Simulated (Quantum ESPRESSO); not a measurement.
# HfO2 (P4_2/nmc) in Quantum ESPRESSO: a series of runs, part 2 of 2

Quantum ESPRESSO 7.5.

### Step 3. Dielectric tensor, BLYP

pw.in

```
&CONTROL
  calculation = 'scf'
  prefix = 'pwscf'
  outdir = './tmp'
  pseudo_dir = './pseudo'
  tprnfor = .true.
  tstress = .true.
  disk_io = 'low'
/
&SYSTEM
  ibrav = 0
  celldm(1) = 8
  nat = 6
  ntyp = 2
  ecutwfc = 45
  ecutrho = 360
  nbnd = 33
  input_dft = 'blyp'
  occupations = 'smearing'
  smearing = 'fd'
  degauss = 0.00367493
/
&ELECTRONS
  conv_thr = 1.2d-09
  electron_maxstep = 120
  mixing_beta = 0.5
/
ATOMIC_SPECIES
Hf   178.4900 hf_pbe_v1.uspp.F.UPF
O     15.9990 o_pbe_v1.2.uspp.F.UPF
CELL_PARAMETERS alat
  0.8404602599781   0.0000000000000   0.0000000000000
  0.0000000000000   0.8404602599781   0.0000000000000
  0.0000000000000   0.0000000000000   1.2216751551845
ATOMIC_POSITIONS crystal
Hf     0.0000000000    0.0000000000    0.0000000000
Hf     0.5000000000    0.5000000000    0.5000000000
O      0.0000000000    0.5000000000    0.1972078800
O      0.5000000000    0.0000000000    0.3027921200
O      0.5000000000    0.0000000000    0.8027921200
O      0.0000000000    0.5000000000    0.6972078800
K_POINTS automatic
6 6 4 1 1 1
```

scf2.in

```
&CONTROL
  calculation = 'scf'
  prefix = 'pwscf'
  outdir = './tmp'
  pseudo_dir = './pseudo'
  tprnfor = .true.
  tstress = .true.
  disk_io = 'low'
/
&SYSTEM
  ibrav = 0
  celldm(1) = 8
  nat = 6
  ntyp = 2
  ecutwfc = 45
  ecutrho = 360
  nbnd = 33
  input_dft = 'blyp'
  occupations = 'fixed'
/
&ELECTRONS
  conv_thr = 1d-13
  electron_maxstep = 120
  mixing_beta = 0.5
  startingpot = 'file'
  startingwfc = 'file'
/
ATOMIC_SPECIES
Hf   178.4900 hf_pbe_v1.uspp.F.UPF
O     15.9990 o_pbe_v1.2.uspp.F.UPF
CELL_PARAMETERS alat
  0.8404602599781   0.0000000000000   0.0000000000000
  0.0000000000000   0.8404602599781   0.0000000000000
  0.0000000000000   0.0000000000000   1.2216751551845
ATOMIC_POSITIONS crystal
Hf     0.0000000000    0.0000000000    0.0000000000
Hf     0.5000000000    0.5000000000    0.5000000000
O      0.0000000000    0.5000000000    0.1972078800
O      0.5000000000    0.0000000000    0.3027921200
O      0.5000000000    0.0000000000    0.8027921200
O      0.0000000000    0.5000000000    0.6972078800
K_POINTS automatic
6 6 4 1 1 1
```

ph.in

```
dielectric of HfO2
&INPUTPH
  prefix = 'pwscf'
  outdir = './tmp'
  tr2_ph = 1d-18
  fildyn = 'dyn'
  niter_ph = 90
  alpha_mix(1) = 0.7
  epsil = .true.
  trans = .false.
  zeu = .true.
/
0.0000000000 0.0000000000 0.0000000000
```

Potentials or basis: GBRV 1.5 PBE.

Launch:

```
> OMP_NUM_THREADS=1 pw.x -in pw.in > pw.out
> OMP_NUM_THREADS=1 pw.x -in scf2.in > scf2.out
> OMP_NUM_THREADS=1 ph.x -in ph.in > ph.out
```

pw.out:

```text
This program is part of the open-source Quantum ESPRESSO suite
     for quantum simulation of materials; please cite
         "P. Giannozzi et al., J. Phys.:Condens. Matter 21 395502 (2009);
         "P. Giannozzi et al., J. Phys.:Condens. Matter 29 465901 (2017);
         "P. Giannozzi et al., J. Chem. Phys. 152 154105 (2020);
     in publications or presentations arising from this work. More details at

     IMPORTANT: XC functional enforced from input :
     Exchange-correlation= BLYP
                           (   1   3   1   3   0   0   0)
     Any further DFT definition will be discarded
     Please, verify this is what you really want

     Message from routine setup:
     using ibrav=0 with symmetry is DISCOURAGED, use correct ibrav instead

     G-vector sticks info
     --------------------
     sticks:   dense  smooth     PW     G-vecs:    dense   smooth      PW
     Sum        1305     657    193                51027    18017    2895

     Using Slab Decomposition

[... 290 lines left out ...]
     the Fermi energy is    14.1385 ev

!    total energy              =    -447.20931293 Ry
     estimated scf accuracy    <          1.0E-09 Ry
     smearing contrib. (-TS)   =       0.00000000 Ry
     internal energy E=F+TS    =    -447.20931293 Ry

     The total energy is F=E-TS. E is the sum of the following terms:
     one-electron contribution =     -53.63622975 Ry
     hartree contribution      =      56.68374883 Ry
     xc contribution           =    -180.47067138 Ry
     ewald contribution        =    -269.78616063 Ry

     convergence has been achieved in  10 iterations

     negative rho (up, down):  2.267E-01 0.000E+00

     Forces acting on atoms (cartesian axes, Ry/au):

     atom    1 type  1   force =     0.00000000    0.00000000    0.00000000
     atom    2 type  1   force =     0.00000000    0.00000000    0.00000000
     atom    3 type  2   force =     0.00000000    0.00000000    0.00729989
     atom    4 type  2   force =     0.00000000    0.00000000   -0.00729989
     atom    5 type  2   force =     0.00000000    0.00000000   -0.00729989
     atom    6 type  2   force =     0.00000000    0.00000000    0.00729989

     Total force =     0.014600     Total SCF correction =     0.000007

     Computing stress (Cartesian axis) and pressure

     negative rho (up, down):  2.267E-01 0.000E+00
          total   stress  (Ry/bohr**3)                   (kbar)     P=      156.05
   0.00108976   0.00000000   0.00000000          160.31        0.00        0.00
   0.00000000   0.00108976   0.00000000            0.00      160.31        0.00
   0.00000000   0.00000000   0.00100291            0.00        0.00      147.53

=------------------------------------------------------------------------------=
   JOB DONE.
=------------------------------------------------------------------------------=
```

scf2.out:

```text
This program is part of the open-source Quantum ESPRESSO suite
     for quantum simulation of materials; please cite
         "P. Giannozzi et al., J. Phys.:Condens. Matter 21 395502 (2009);
         "P. Giannozzi et al., J. Phys.:Condens. Matter 29 465901 (2017);
         "P. Giannozzi et al., J. Chem. Phys. 152 154105 (2020);
[... 306 lines left out ...]
   0.00000000   0.00108937   0.00000000            0.00      160.25        0.00
   0.00000000   0.00000000   0.00100253            0.00        0.00      147.48

=------------------------------------------------------------------------------=
   JOB DONE.
=------------------------------------------------------------------------------=
```

Run time: 14 min. Hardware: 1 thread of Intel Xeon at 2.50GHz (Skylake/Cascade Lake), shared host; peak memory 0.4 GiB.

What came out:

| Quantity | Value |
| --- | --- |
| Free energy | -6084.5927 eV |
| Pressure | 15.6 GPa |
| Largest force | 0.188 eV/Å |
| Electronic dielectric tensor (diagonal) | 5.07, 5.07, 4.58 |
| Born charges (mean of the diagonal) | Hf +5.28; O -2.64 e |

Forces in eV/Å, atoms in the order of the input:
```
Hf   0.000  0.000  0.000
Hf   0.000  0.000  0.000
O    0.000  0.000  0.188
O    0.000  0.000 -0.188
O    0.000  0.000 -0.188
O    0.000  0.000  0.188
```

Electronic dielectric tensor:
```
5.07 0.00 0.00
0.00 5.07 0.00
0.00 0.00 4.58
```

Born effective charge tensors (e):
atom 1, Hf
```
5.53 0.00 0.00
0.00 5.53 0.00
0.00 0.00 4.80
```
atom 2, Hf
```
5.53 0.00 0.00
0.00 5.53 0.00
0.00 0.00 4.80
```
atom 3, O
```
-2.08  0.00  0.00
 0.00 -3.45  0.00
 0.00  0.00 -2.40
```
atom 4, O
```
-2.08  0.00  0.00
 0.00 -3.45  0.00
 0.00  0.00 -2.40
```
atom 5, O
```
-3.45  0.00  0.00
 0.00 -2.08  0.00
 0.00  0.00 -2.40
```
atom 6, O
```
-3.45  0.00  0.00
 0.00 -2.08  0.00
 0.00  0.00 -2.40
```

Caveat: the potentials were made for another functional, which shifts forces and pressure; the cell is more than 3 GPa from zero pressure, which shifts response properties.

### Step 4. Dielectric tensor, AM05

pw.in: that of step 3 with these lines changed.

```diff
@@ -17,3 +17,3 @@
   nbnd = 33
-  input_dft = 'blyp'
+  input_dft = 'XC-000I-000I-120L-135L-000I-000I'
   occupations = 'smearing'
```

scf2.in: that of step 3 with these lines changed.

```diff
@@ -17,3 +17,3 @@
   nbnd = 33
-  input_dft = 'blyp'
+  input_dft = 'XC-000I-000I-120L-135L-000I-000I'
   occupations = 'fixed'
```

ph.in is that of step 3.

Potentials or basis: GBRV 1.5 PBE.

Launch:

```
> OMP_NUM_THREADS=1 pw.x -in pw.in > pw.out
> OMP_NUM_THREADS=1 pw.x -in scf2.in > scf2.out
> OMP_NUM_THREADS=1 ph.x -in ph.in > ph.out
```

pw.out:

```text
This program is part of the open-source Quantum ESPRESSO suite
     for quantum simulation of materials; please cite
         "P. Giannozzi et al., J. Phys.:Condens. Matter 21 395502 (2009);
         "P. Giannozzi et al., J. Phys.:Condens. Matter 29 465901 (2017);
         "P. Giannozzi et al., J. Chem. Phys. 152 154105 (2020);
     in publications or presentations arising from this work. More details at

     IMPORTANT: XC functional enforced from input :
     Exchange-correlation= XC-000I-000I-120L-135L-000I-000I
                           (   0   0 120 135   0   0   0)
     Any further DFT definition will be discarded
     Please, verify this is what you really want

     Message from routine setup:
     using ibrav=0 with symmetry is DISCOURAGED, use correct ibrav instead

     G-vector sticks info
     --------------------
     sticks:   dense  smooth     PW     G-vecs:    dense   smooth      PW
     Sum        1305     657    193                51027    18017    2895

     Using Slab Decomposition

     bravais-lattice index     =            0
     lattice parameter (alat)  =       8.0000  a.u.
     unit-cell volume          =     441.8350 (a.u.)^3
     number of atoms/cell      =            6
     number of atomic types    =            2
     number of electrons       =        48.00
     number of Kohn-Sham states=           33
     kinetic-energy cutoff     =      45.0000  Ry
     charge density cutoff     =     360.0000  Ry
[... 147 lines left out ...]

     total energy              =    -445.83238339 Ry
     estimated scf accuracy    <       0.00016940 Ry
[... 37 lines left out ...]
     iteration # 10     ecut=    45.00 Ry     beta= 0.50
     Davidson diagonalization with overlap
     ethr =  6.79E-12,  avg # of iterations =  2.4

     negative rho (up, down):  2.291E-01 0.000E+00

     End of self-consistent calculation

          k = 0.0992 0.0992 0.1023 (  2242 PWs)   bands (ev):

   -48.5256 -48.5104 -17.6144 -17.2975 -17.2721 -17.2359 -17.1798 -17.1716
    -6.2598  -4.7369  -4.5242  -3.9072   6.2552   6.9226   7.0711   7.4887
     8.5327   8.8112  10.1895  10.3002  10.7300  11.0773  11.3586  11.5005
    16.5538  16.5598  17.5450  17.6837  18.5869  19.4746  20.4451  20.7061
    22.1900
[... 83 lines left out ...]
   -48.5083 -48.5078 -17.5630 -17.5505 -17.4650 -17.4355 -17.2963 -17.2953
    -4.5499  -4.4786  -4.4586  -4.3494   6.6373   6.7413   7.5938   7.6995
     8.9446   9.1223   9.6756   9.9867  10.4777  10.5084  11.3465  11.4271
    17.3897  17.5009  17.7262  17.7883  19.0371  19.2092  19.3267  19.3355
    20.9464

     the Fermi energy is    13.7255 ev

!    total energy              =    -445.83242807 Ry
     estimated scf accuracy    <          1.0E-10 Ry
     smearing contrib. (-TS)   =       0.00000000 Ry
     internal energy E=F+TS    =    -445.83242807 Ry

     The total energy is F=E-TS. E is the sum of the following terms:
     one-electron contribution =     -53.00922582 Ry
     hartree contribution      =      55.81022637 Ry
     xc contribution           =    -178.84726799 Ry
     ewald contribution        =    -269.78616063 Ry

     convergence has been achieved in  10 iterations

     negative rho (up, down):  2.291E-01 0.000E+00

     Forces acting on atoms (cartesian axes, Ry/au):

     atom    1 type  1   force =     0.00000000    0.00000000   -0.00000000
     atom    2 type  1   force =     0.00000000    0.00000000    0.00000000
     atom    3 type  2   force =     0.00000000    0.00000000    0.00278845
     atom    4 type  2   force =     0.00000000    0.00000000   -0.00278845
     atom    5 type  2   force =     0.00000000    0.00000000   -0.00278845
     atom    6 type  2   force =     0.00000000    0.00000000    0.00278845

     Total force =     0.005577     Total SCF correction =     0.000001

     Computing stress (Cartesian axis) and pressure

     negative rho (up, down):  2.291E-01 0.000E+00
          total   stress  (Ry/bohr**3)                   (kbar)     P=        8.74
   0.00007436   0.00000000   0.00000000           10.94        0.00        0.00
   0.00000000   0.00007436   0.00000000            0.00       10.94        0.00
   0.00000000   0.00000000   0.00002944            0.00        0.00        4.33

=------------------------------------------------------------------------------=
   JOB DONE.
=------------------------------------------------------------------------------=
```

ph.out:

```text
This program is part of the open-source Quantum ESPRESSO suite
     for quantum simulation of materials; please cite
         "P. Giannozzi et al., J. Phys.:Condens. Matter 21 395502 (2009);
         "P. Giannozzi et al., J. Phys.:Condens. Matter 29 465901 (2017);
         "P. Giannozzi et al., J. Chem. Phys. 152 154105 (2020);
     in publications or presentations arising from this work. More details at

     WARNING: libxc functional with ID  120 depends
[... 254 lines left out ...]
      E*z (        0.00000        0.00000       -2.39944 )

     INITIALIZATION:

     DIELECTRIC CONSTANT AND EFFECTIVE CHARGES:

      Additional routines

=------------------------------------------------------------------------------=
   JOB DONE.
=------------------------------------------------------------------------------=
```

Run time: 12 min. Hardware: 1 thread of Intel Xeon at 2.50GHz (Skylake/Cascade Lake), shared host; peak memory 0.4 GiB.

What came out:

```yaml
Free_energy: -6065.8592 eV
Pressure: 0.9 GPa
Largest_force: 0.072 eV/Å
Electronic_dielectric_tensor_diagonal: 5.25, 5.25, 4.73
Born_charges_mean_of_the_diagonal: Hf +5.29; O -2.65 e
```

Forces in eV/Å, atoms in the order of the input:
```
Hf   0.000  0.000  0.000
Hf   0.000  0.000  0.000
O    0.000  0.000  0.072
O    0.000  0.000 -0.072
O    0.000  0.000 -0.072
O    0.000  0.000  0.072
```

Stress tensor (GPa, compression positive):
```
1.09 0.00 0.00
0.00 1.09 0.00
0.00 0.00 0.43
```

Electronic dielectric tensor:
```
5.25 0.00 0.00
0.00 5.25 0.00
0.00 0.00 4.73
```

Born effective charge tensors (e):
atom 1, Hf
```
5.54 0.00 0.00
0.00 5.54 0.00
0.00 0.00 4.80
```
atom 2, Hf
```
5.54 0.00 0.00
0.00 5.54 0.00
0.00 0.00 4.80
```
atom 3, O
```
-2.07  0.00  0.00
 0.00 -3.47  0.00
 0.00  0.00 -2.40
```
atom 4, O
```
-2.07  0.00  0.00
 0.00 -3.47  0.00
 0.00  0.00 -2.40
```
atom 5, O
```
-3.47  0.00  0.00
 0.00 -2.07  0.00
 0.00  0.00 -2.40
```
atom 6, O
```
-3.47  0.00  0.00
 0.00 -2.07  0.00
 0.00  0.00 -2.40
```

Caveat: the potentials were made for another functional, which shifts forces and pressure. Spin-orbit coupling is left out, which matters for the levels of Hf.

### Step 5. Summary

| level | pressure (GPa) | largest force (eV/Å) |
| --- | --- | --- |
| WC | 1.2 | 0.12 |
| BLYP | 15.6 | 0.19 |
| AM05 | 0.9 | 0.07 |

Alike in all rows: task dielectric tensor; potentials or basis GBRV 1.5 PBE; no spin polarisation; cell as given; k mesh 6 × 6 × 4, shifted; cutoff (eV) 612; smearing fermi-dirac 0.05 eV.

The pressure there spans 0.9 GPa (AM05) to 15.6 GPa (BLYP); a positive pressure means that this level wants a larger cell, a negative one a smaller.

Caveats: the potentials were made for another functional, which shifts forces and pressure; the cell is more than 3 GPa from zero pressure, which shifts response properties (some runs).

Absolute energies hang on the potentials; compare differences alone.
